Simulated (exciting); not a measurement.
CuI: single point with RPBE

The system is CuI.

```
I Cu
1.0
     0.00000    2.86209    2.86209
     2.86209    0.00000    2.86209
     2.86209    2.86209    0.00000
I Cu
1 1
Direct
  0.50000 0.50000 0.50000
  0.00000 0.00000 0.00000
```

Measurements of this composition are mostly on another form, of space group No. 216.

- Program: exciting (release sodium)
- Task: single point
- Functional: RPBE
- Potentials or basis: all-electron LAPW+lo, shipped species files, valence relativity iora*
- rgkmax: 9
- k mesh: 8 × 8 × 8
- Occupations: gaussian, width 0.1 eV
- Spin: no spin polarisation

The band gap on the k mesh is none (metal or under the smearing width). The density of states at the Fermi level is 0.31 states/eV per cell.

Levels at points of the mesh, in eV from the Fermi level:
| k point | band 14 | band 15 | band 16 | band 17 | band 18 | band 19 | band 20 | band 21 |
| --- | --- | --- | --- | --- | --- | --- | --- | --- |
| (0.00, 0.00, 0.00) | -1.96 | -1.89 | -1.89 | -1.89 | 0.91 | 7.36 | 7.36 | 7.36 |
| (0.50, 0.00, 0.00) | -1.74 | -1.65 | -0.05 | -0.05 | 2.81 | 4.39 | 4.39 | 5.62 |
| (0.50, 0.50, 0.00) | -1.87 | -1.66 | -1.66 | -1.55 | -0.47 | 4.45 | 9.97 | 9.97 |

Run time: 3.3 min on 1 thread of Arm Neoverse V1, with other jobs on the host, peak memory 0.14 GiB.

Caveat: the log's total energy holds no entropy term; the free energy is that total less TS from the occupations; the run has no spin polarisation, though such a crystal can be magnetic; semilocal functionals often make such compounds metallic where correlation or magnetic order opens a gap, which also shifts bond lengths. Spin-orbit coupling is left out, which matters for the levels of I.
